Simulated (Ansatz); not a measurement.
## From the elastic tensor of W to moduli and sound speeds

All numbers below come from Ansatz 0.2.0, DFT PBE, scalar-relativistic, plane waves, PAW. Cutoff 420 eV, 20×20×20 k-points (Γ-centred), Fermi-Dirac smearing of 0.15 eV. No spin polarisation.

The structure is cubic, space group Im-3m (No. 229). The conventional cell has a = 3.184 Å, b = 3.184 Å, c = 3.184 Å, α = 90.00°, β = 90.00°, γ = 90.00°. Around W (site symmetry m-3m) lie 8 W at 2.76 Å.

In a metal, frequencies and elastic constants depend on the k mesh and the smearing, soft modes and shear constants most. Spin–orbit coupling is left out, which can shift energies with elements as heavy as these.

Relaxed-ion constants (GPa, on the Cartesian axes of the calculation):
C11 = 515.7, C12 = 196.4, C13 = 196.4, C22 = 515.7, C23 = 196.4, C33 = 515.7, C44 = 143.7, C55 = 143.7, C66 = 143.7 GPa; the others vanish.

Density 18.919 g/cm³; 1 atom in 16.14 Å³.

The values that follow are for a polycrystal of randomly turned grains, by Hill's mean where one number stands.

With S = C⁻¹: B_V = (C11+C22+C33+2(C12+C13+C23))/9, G_V = (C11+C22+C33−C12−C13−C23+3(C44+C55+C66))/15, 1/B_R = S11+S22+S33+2(S12+S13+S23), 15/G_R = 4(S11+S22+S33−S12−S13−S23)+3(S44+S55+S66); Hill is their mean. Then v_l = √((B+4G/3)/ρ), v_t = √(G/ρ), v_m = [(2/v_t³+1/v_l³)/3]^(−1/3) and Θ = (ħ/k_B)·v_m·(6π²n/V)^(1/3) for n atoms in the volume V; E = 9BG/(3B+G), ν = (3B−2G)/(2(3B+G)) and A^U = 5G_V/G_R + B_V/B_R − 6.

| Quantity | Value |
| --- | --- |
| Bulk modulus, Voigt / Reuss / Hill | 302.8 / 302.8 / 302.8 GPa |
| Shear modulus, Voigt / Reuss / Hill | 150.1 / 149.7 / 149.9 GPa |
| Young's modulus | 386 GPa |
| Poisson ratio | 0.288 |
| Pugh ratio B/G | 2.02 (over 1.75, the rule of thumb for ductile) |
| Universal anisotropy index | 0.01 |
| Longitudinal and transverse sound speeds | 5155 and 2815 m/s |
| Debye temperature from the mean sound speed | 370 K |

Cost: 1 run of about 1.5 core-minutes, on AMD EPYC (Zen 3) (shared hosts).

Tungsten comes out very stiff in both compression and shear, as expected for a group 6 metal whose roughly half-filled d band occupies mostly bonding states and leaves the antibonding ones largely empty. The bcc density of states, with its minimum near the Fermi level, also helps to explain the strong resistance to tetragonal shear. C44 lies only slightly below (C11−C12)/2, so the Voigt and Reuss shear moduli nearly coincide and grain orientation hardly matters. The residual anisotropy makes ⟨100⟩ the stiffest direction, whereas real tungsten is almost perfectly isotropic; the difference points to a C44 that is somewhat too soft, probably in part because PBE slightly overexpands the lattice.

The Pugh ratio of 2.02 should not be read as predicting ductility: ordinary polycrystalline tungsten is brittle at room temperature. That behaviour is governed by the thermally activated motion of screw dislocations and by weak grain boundaries, neither of which enters the elastic response of a perfect crystal.
